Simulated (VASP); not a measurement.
# AlCo, self-consistent run: which settings are enough?

AlCo, P4mm (no. 99), 2 atoms in the cell. RPBE; PAW potentials Co, Al (PBE set). VASP 6.6.1. The cell is changed on purpose: last atom moved by 0.08 Å along z, cell strained by -1.0% along z.

Wanted: energy within 0.5 meV/atom; forces within 0.003 eV/Å; site moments within 0.01 μB.

What the run is for: forces; Accuracy asked: tight.

POSCAR:
```
AlCo
1.0
    2.8194032100      0.0000000000      0.0000000000
    0.0000000000      2.8194032100      0.0000000000
    0.0000000000      0.0000000000      2.7912091779
Co Al
1 1
Direct
    0.5000000000      0.5000000000      0.5000000000
    0.0000000000      0.0000000000      0.0283748000
```

The series start from Plane-wave cutoff (eV): 350; Smearing width (eV): 0.03; k-point mesh: 13 × 13 × 13; Precision mode (PREC): Accurate; Electronic threshold (eV): 1e-6; Bands in all (NBANDS): 18; Aspherical gradient terms in the spheres (LASPH): yes; Highest l that the mixer handles (LMAXMIX): 4; Electronic algorithm: ALGO=Normal; Support grid and gradient cutoff: ADDGRID=False GGA_COMPAT=False; Use of symmetry (ISYM): defaults; Density mixing: defaults. Each series keeps the choices made before it, and each single choice may use up half of a tolerance.

## Plane-wave cutoff (eV)

| Plane-wave cutoff (eV) | Energy less reference (meV/atom) | Forces, largest deviation (eV/Å) | Site moments, largest deviation (μB) | SCF iterations | Time (s) |
|---|---|---|---|---|---|
| 220 | 77.92 | 0.0465 | 0.000 | 14 | 7.3 |
| 270 | 7.71 | 0.0001 | 0.000 | 14 | 8.1 |
| 310 | 1.12 | 0.0017 | 0.000 | 14 | 7.3 |
| 350 | 0.42 | 0.0023 | 0.000 | 14 | 13 |
| 400 | 0.62 | 0.0023 | 0.000 | 14 | 11 |
| 470 | 0.26 | 0.0007 | 0.000 | 14 | 15 |
| 570 | 0.09 | 0.0005 | 0.000 | 14 | 15 |
| 710 (reference) | 0.00 | 0.0000 | 0.000 | 14 | 25 |

Chosen: 570, the loosest value from which every tighter one stays within half of the tolerance.

## Smearing width (eV)

| Smearing width (eV) | Energy less reference (meV/atom) | Forces, largest deviation (eV/Å) | Site moments, largest deviation (μB) | SCF iterations | Time (s) |
|---|---|---|---|---|---|
| 0.15 | 0.80 | 0.0012 | 0.001 | 14 | 16 |
| 0.1 | 0.22 | 0.0007 | 0.001 | 14 | 16 |
| 0.07 | 0.07 | 0.0006 | 0.001 | 14 | 19 |
| 0.05 | -0.03 | 0.0005 | 0.001 | 14 | 19 |
| 0.03 | -0.04 | 0.0003 | 0.001 | 14 | 15 |
| 0.02 (reference) | 0.00 | 0.0000 | 0.000 | 14 | 18 |

Chosen: 0.1.

## k-point mesh

| k-point mesh | Energy less reference (meV/atom) | Forces, largest deviation (eV/Å) | Site moments, largest deviation (μB) | SCF iterations | Time (s) |
|---|---|---|---|---|---|
| 4 × 4 × 4 | 51.83 | 0.0001 | 0.498 | 13 | 3.9 |
| 5 × 5 × 6 | -10.27 | 0.0033 | 0.000 | 14 | 4.4 |
| 7 × 7 × 7 | -2.06 | 0.0005 | 0.001 | 14 | 6.2 |
| 8 × 8 × 9 | 1.36 | 0.0010 | 0.001 | 14 | 8.5 |
| 11 × 11 × 11 | 0.75 | 0.0001 | 0.000 | 14 | 11 |
| 13 × 13 × 13 | 0.01 | 0.0000 | 0.000 | 14 | 16 |
| 15 × 15 × 16 | 0.03 | 0.0001 | 0.000 | 14 | 25 |
| 18 × 18 × 19 (reference) | 0.00 | 0.0000 | 0.000 | 14 | 40 |

Chosen: 13 × 13 × 13.

## Precision mode (PREC)

| Precision mode (PREC) | Energy less reference (meV/atom) | Forces, largest deviation (eV/Å) | Site moments, largest deviation (μB) | SCF iterations | Time (s) |
|---|---|---|---|---|---|
| Low | 0.79 | 0.0003 | 0.000 | 14 | 8.8 |
| SingleN | 0.79 | 0.0003 | 0.000 | 14 | 10 |
| Normal | 0.03 | 0.0000 | 0.000 | 14 | 9.4 |
| Accurate (reference) | 0.00 | 0.0000 | 0.000 | 14 | 16 |

Chosen: Normal.

## Electronic threshold (eV)

| Electronic threshold (eV) | Energy less reference (meV/atom) | Forces, largest deviation (eV/Å) | Site moments, largest deviation (μB) | SCF iterations | Time (s) |
|---|---|---|---|---|---|
| 0.001 | 0.01 | 0.0014 | 0.002 | 10 | 7.9 |
| 0.0001 | 0.00 | 0.0009 | 0.000 | 11 | 8.1 |
| 1e-5 | 0.00 | 0.0002 | 0.000 | 11 | 8.0 |
| 1e-6 | 0.00 | 0.0001 | 0.000 | 14 | 9.4 |
| 1e-7 | 0.00 | 0.0000 | 0.000 | 15 | 12 |
| 1e-8 (reference) | 0.00 | 0.0000 | 0.000 | 17 | 11 |

Chosen: 0.001.

## Bands in all (NBANDS)

| Bands in all (NBANDS) | Energy less reference (meV/atom) | Forces, largest deviation (eV/Å) | Site moments, largest deviation (μB) | SCF iterations | Time (s) |
|---|---|---|---|---|---|
| 9 | -0.02 | 0.0002 | 0.005 | 10 | 4.5 |
| 10 | -0.03 | 0.0002 | 0.005 | 10 | 4.4 |
| 12 | -0.02 | 0.0003 | 0.004 | 10 | 6.7 |
| 14 | -0.01 | 0.0004 | 0.002 | 10 | 7.1 |
| 18 | -0.01 | 0.0002 | 0.001 | 10 | 7.9 |
| 28 (reference) | 0.00 | 0.0000 | 0.000 | 10 | 11 |

Chosen: 9.

## Aspherical gradient terms in the spheres (LASPH)

| Aspherical gradient terms in the spheres (LASPH) | Energy less reference (meV/atom) | Forces, largest deviation (eV/Å) | Site moments, largest deviation (μB) | SCF iterations | Time (s) |
|---|---|---|---|---|---|
| no | 6.32 | 0.0014 | 0.011 | 10 | 4.4 |
| yes (reference) | 0.00 | 0.0000 | 0.000 | 10 | 4.5 |

Chosen: yes; the one before it in the list is off by more than half of the tolerance.

## Highest l that the mixer handles (LMAXMIX)

| Highest l that the mixer handles (LMAXMIX) | Energy less reference (meV/atom) | Forces, largest deviation (eV/Å) | Site moments, largest deviation (μB) | SCF iterations | Time (s) |
|---|---|---|---|---|---|
| 2 | 0.07 | 0.0003 | 0.018 | 10 | 4.6 |
| 4 | 0.00 | 0.0000 | 0.000 | 10 | 4.5 |
| 6 (reference) | 0.00 | 0.0000 | 0.000 | 10 | 5.8 |

Chosen: 4.

## Electronic algorithm

| Electronic algorithm | Energy less reference (meV/atom) | Forces, largest deviation (eV/Å) | Site moments, largest deviation (μB) | SCF iterations | Time (s) |
|---|---|---|---|---|---|
| ALGO=Normal | 0.00 | 0.0000 | 0.000 | 10 | 4.5 |
| ALGO=Fast | -0.02 | 0.0038 | 0.010 | 10 | 5.2 |
| ALGO=VeryFast | -0.02 | 0.0018 | 0.005 | 17 | 6.5 |
| ALGO=All ISEARCH=1 | 0.45 | 0.0094 | 0.007 | 15 | 7.9 |
| ALGO=All ISEARCH=0 | 0.45 | 0.0094 | 0.007 | 15 | 8.8 |
| ALGO=Damped TIME=0.4 | 1.91 | 0.0015 | 0.119 | 20 | 8.2 |
| ALGO=Damped TIME=0.1 | 4.55 | 0.0012 | 0.190 | 28 | 12 |
| ALGO=Old Fast | 0.01 | 0.0012 | 0.002 | 10 | 5.3 |

Chosen: ALGO=Normal; no other choice that stays within half of the tolerance saves 30 % of the time.

## Support grid and gradient cutoff

| Support grid and gradient cutoff | Energy less reference (meV/atom) | Forces, largest deviation (eV/Å) | Site moments, largest deviation (μB) | SCF iterations | Time (s) |
|---|---|---|---|---|---|
| ADDGRID=False GGA_COMPAT=False | 0.00 | 0.0000 | 0.000 | 10 | 4.5 |
| ADDGRID=True GGA_COMPAT=False | -0.01 | 0.0000 | 0.000 | 10 | 6.0 |
| ADDGRID=False GGA_COMPAT=True | -0.02 | 0.0000 | 0.000 | 10 | 5.5 |

Chosen: ADDGRID=False GGA_COMPAT=False.

## Use of symmetry (ISYM)

| Use of symmetry (ISYM) | Energy less reference (meV/atom) | Forces, largest deviation (eV/Å) | Site moments, largest deviation (μB) | SCF iterations | Time (s) |
|---|---|---|---|---|---|
| defaults | 0.00 | 0.0000 | 0.000 | 10 | 4.5 |
| ISYM=1 | 0.00 | 0.0000 | 0.000 | 10 | 5.1 |
| ISYM=0 | 0.00 | 0.0000 | 0.000 | 10 | 19 |
| ISYM=-1 | 0.00 | 0.0000 | 0.000 | 10 | 37 |

Chosen: defaults.

## Density mixing

| Density mixing | Energy less reference (meV/atom) | Forces, largest deviation (eV/Å) | Site moments, largest deviation (μB) | SCF iterations | Time (s) |
|---|---|---|---|---|---|
| defaults | 0.00 | 0.0000 | 0.000 | 10 | 4.5 |
| AMIX=0.2 BMIX=0.0001 AMIX_MAG=0.8 BMIX_MAG=0.0001 | 0.03 | 0.0007 | 0.022 | 11 | 5.5 |
| AMIX_MAG=0.8 | 0.07 | 0.0017 | 0.016 | 13 | 6.1 |
| AMIX_MAG=0.4 BMIX_MAG=0.0001 | 0.02 | 0.0008 | 0.004 | 14 | 6.3 |
| AMIX=0.1 AMIX_MAG=0.4 | 0.38 | 0.0017 | 0.013 | 11 | 5.9 |
| MIXPRE=0 | -0.01 | 0.0001 | 0.004 | 11 | 4.7 |
| BMIX=0.0001 | 0.02 | 0.0001 | 0.004 | 10 | 6.1 |
| AMIN=0.01 | 0.00 | 0.0000 | 0.000 | 10 | 5.9 |

Chosen: defaults.

## All choices together

| Input | Energy less reference (meV/atom) | Forces, largest deviation (eV/Å) | Site moments, largest deviation (μB) | Time (s) |
|---|---|---|---|---|
| the program's defaults (naive) | 8.17 | 0.0075 | 0.002 | 1.0 |
| chosen settings | 0.38 | 0.0013 | 0.006 | 4.5 |
| reference settings throughout | 0.00 | 0.0000 | 0.000 | 128 |

The tolerance is met.

Values of the reference run: Forces: 0, 0, 0.6921, 0, 0, -0.6921 eV/Å; Site moments: 0, 0 μB.

## The input

INCAR:
```
SYSTEM = AlCo
  GGA = RP
  ISPIN = 2
  MAGMOM = 2 0
  LORBIT = 11
  ISMEAR = -1
  SIGMA = 0.1
  LWAVE = .FALSE.
  LCHARG = .FALSE.
  ISIF = 2
  PREC = Normal
  LASPH = .TRUE.
  LREAL = .FALSE.
  ALGO = Normal
  EDIFF = 0.001
  NELM = 200
  GGA_COMPAT = .FALSE.
  ENCUT = 570
  LMAXMIX = 4
  KPAR = 4
  NBANDS = 9
  ADDGRID = .FALSE.
```

KPOINTS:
```
Automatic mesh
0
Gamma
  13 13 13
  0 0 0
```

Commands:
```
cat potpaw_PBE.64/Co/POTCAR potpaw_PBE.64/Al/POTCAR > POTCAR
mpirun -np 4 vasp_std > vasp.out
```

The chosen input took VASP 6.6.1 4.5 s on 4 cores (Intel Xeon 6975P-C (Granite Rapids)), a shared host.

## An input that fails: tetrahedra on too few k points

VASP's message: IBZKPT: tetrahedron method fails for NKPT<4. NKPT = 1.

k mesh: 13 × 13 × 13 becomes 1 × 1 × 1.

Changes against the starting input:
```
- ISMEAR = -1
- NELM = 200
- KPAR = 4
+ ISMEAR = -5
+ NELM = 59
```
